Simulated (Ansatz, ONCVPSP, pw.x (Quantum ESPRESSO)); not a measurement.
## silicon (diamond): variants of one ONCV potential in the solid

Si, optimised norm-conserving Vanderbilt (ONCV), made with ONCVPSP 4.0.1.1 (patched build) (PBEsol, scalar-relativistic). Core [Ne], reference 3s2 3p1 (charge +1). Waves: 3s: rc 1.50 bohr, ncon 4, nbas 7, qcut 4.4 1/bohr, 2 projectors, debl 1.2 Ha; 3p: rc 2.30 bohr, ncon 4, nbas 9, qcut 4.3 1/bohr, 2 projectors, debl 2.5 Ha; d scattering state at 0.04 Ha: rc 1.50 bohr, ncon 3, nbas 6, qcut 6 1/bohr, local. Local part: the d channel. Core correction: polynomial model core, fcfact 0.5.

Crystal test: diamond Si in pw.x 7.5, no spin, 9³ k-points, Fermi–Dirac smearing 0.01 Ry, cutoffs set for each file from its atomic test. The reference is all-electron LAPW (Ansatz 0.2.0) with the same functional, mesh and smearing; V0 and B0 come from Birch–Murnaghan fits to the pressures at five volumes. Errors are pseudo minus all-electron; Δ is the rms difference of the E(V) curves that follow from these fits, minima aligned, over ±6 % about the mean V0. Mesh and smearing are coarse, so the numbers serve the comparison and aren't converged zero-temperature values; the lattice is a test structure that the element need not adopt.

All-electron: a0 = 5.432 Å (V0 = 20.04 Å³/atom), B0 = 93.4 GPa.

2 further variants are left out: they gave no file fit for a test, a broken result, the same result as the base, or pressures whose basis-set error rivals the error shown.

| change | cutoffs (Ry) | pw.x | a0 (Å) | a0 error (%) | B0 error (%) | Δ (meV/atom) | mean pressure error (GPa) |
| --- | --- | --- | --- | --- | --- | --- | --- |
| base | 65/260 | converged | 5.429 | -0.06 | -0.1 | 0.8 | -0.18 |
| d: rc 1.26 | 65/260 | converged | 5.428 | -0.08 | -0.1 | 0.9 | -0.22 |
| core correction Teter function, fcfact 2.75, rcfact 1.3 | 65/260 | converged | 5.435 | +0.05 | -0.6 | 0.6 | +0.15 |

(1) Give the row for: p: nbas 8.

Answers

(1) pw.x: converged; mean pressure error (GPa): -0.21; a0 (Å): 5.428; a0 error (%): -0.07; B0 error (%): -0.1; Δ (meV/atom): 0.9.
